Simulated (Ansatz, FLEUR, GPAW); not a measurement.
Al2Au: programs and potentials compared

```
CELL_PARAMETERS angstrom
0.00000 3.00000 3.00000
3.00000 0.00000 3.00000
3.00000 3.00000 0.00000
ATOMIC_POSITIONS crystal
Au 0.99065 0.99085 0.01134
Al 0.73103 0.75675 0.76314
Al 0.24172 0.25162 0.25995
```

Atoms were shifted at random by some hundredths of an Å from the given cell, which wasn't relaxed again for these runs.

Alike in all runs: task single point; functional PBEsol; k mesh 8 × 8 × 8; occupations fermi-dirac, width 0.05 eV; no spin polarisation; no spin-orbit coupling. Pressure is positive in compression and, in plane waves, holds the error of the finite cutoff, which Ansatz's Pulay term estimates and takes out.

```csv
program and potentials,plane-wave cutoff (eV),notes,band gap (eV),pressure (GPa),largest force (eV/Å),energy over the undisturbed cell (meV/atom)
"Ansatz, Ansatz PAW",420,"potentials made for PBE, which Ansatz adapts in part; 8.33 valence electrons an atom on average; Pulay term of +0.05 GPa included",no gap,0.20,0.398,4.01
"GPAW, PAW data sets generated for this functional",600,5.67 valence electrons an atom on average; this data set often lies off other programs,no gap,0.61,0.410,4.13
"Ansatz, all-electron LAPW, scalar-relativistic",-,-,no gap,0.18,0.398,-
"FLEUR, all-electron, FLAPW",-,-,no gap,-,0.400,-
```

Force on atom 1 (Au), eV/Å:

| program and potentials | x | y | z |
| --- | --- | --- | --- |
| Ansatz, Ansatz PAW | 0.326 | -0.101 | 0.205 |
| GPAW, PAW data sets generated for this functional | 0.336 | -0.104 | 0.211 |
| Ansatz, all-electron LAPW, scalar-relativistic | 0.326 | -0.101 | 0.205 |
| FLEUR, all-electron, FLAPW | 0.328 | -0.101 | 0.205 |

None finds a gap. The pressure spans 0.18 (Ansatz, all-electron LAPW, scalar-relativistic) to 0.61 GPa (GPAW, PAW data sets generated for this functional), with all-electron results at 0.18.

Differences between rows come from potentials, basis sets and numerical settings, since the functional is the same but for its coding. Runs on potential files found faulty are left out.
